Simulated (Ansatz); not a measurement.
Density of states of Sn (I4/mmm, a = 3.235 Å, b = 3.235 Å, c = 5.068 Å, α = 90.00°, β = 90.00°, γ = 90.00°), in states per eV and primitive cell, averaged over bins of 0.4 eV. Level of theory: Ansatz, DFT PBEsol, scalar-relativistic, plane waves, PAW.

Plane waves to 420 eV, a k mesh through Γ of 18×18×18 on the computed 1-atom cell and Gaussian smearing (0.10 eV); no spin polarisation.

The cell is relaxed at this level. The states (both spins) are summed by tetrahedra on a 27×27×27 mesh at the self-consistent density. Energies are bin centres; the table starts no lower than −8 eV and ends at 6 eV, or lower where the solved bands end.

It is a metal at this level.

```tsv
E − E_F (eV)	total	Sn 5p	Sn 5s
-7.85	0.34	0.13	0.20
-7.45	0.37	0.13	0.23
-7.05	0.43	0.13	0.29
-6.65	0.49	0.13	0.36
-6.25	0.45	0.11	0.33
-5.85	0.42	0.09	0.33
-5.45	0.35	0.07	0.28
-5.05	0.23	0.04	0.18
-4.65	0.22	0.07	0.15
-4.25	0.21	0.14	0.06
-3.85	0.24	0.22	0.02
-3.45	0.33	0.29	0.04
-3.05	0.48	0.41	0.06
-2.65	0.62	0.52	0.09
-2.25	0.57	0.46	0.10
-1.85	0.45	0.34	0.10
-1.45	0.49	0.37	0.10
-1.05	0.51	0.40	0.10
-0.65	0.51	0.40	0.09
-0.25	0.52	0.41	0.09
0.15	0.53	0.43	0.08
0.55	0.56	0.46	0.07
0.95	0.59	0.49	0.07
1.35	0.62	0.52	0.06
1.75	0.67	0.57	0.06
2.15	0.71	0.61	0.05
2.55	0.69	0.60	0.05
2.95	0.69	0.60	0.04
3.35	0.67	0.59	0.03
3.75	0.64	0.56	0.03
4.15	0.61	0.53	0.03
4.55	0.58	0.51	0.02
4.95	0.50	0.44	0.02
5.35	0.47	0.37	0.02
5.75	0.50	0.33	0.01
```

The columns after the total are the Löwdin projections on the occupied valence shells of the potentials. The rest of the total lies in shells that are empty in the free atom, which aren't projected, and between the atoms.

This form isn't the element's structure at ambient conditions.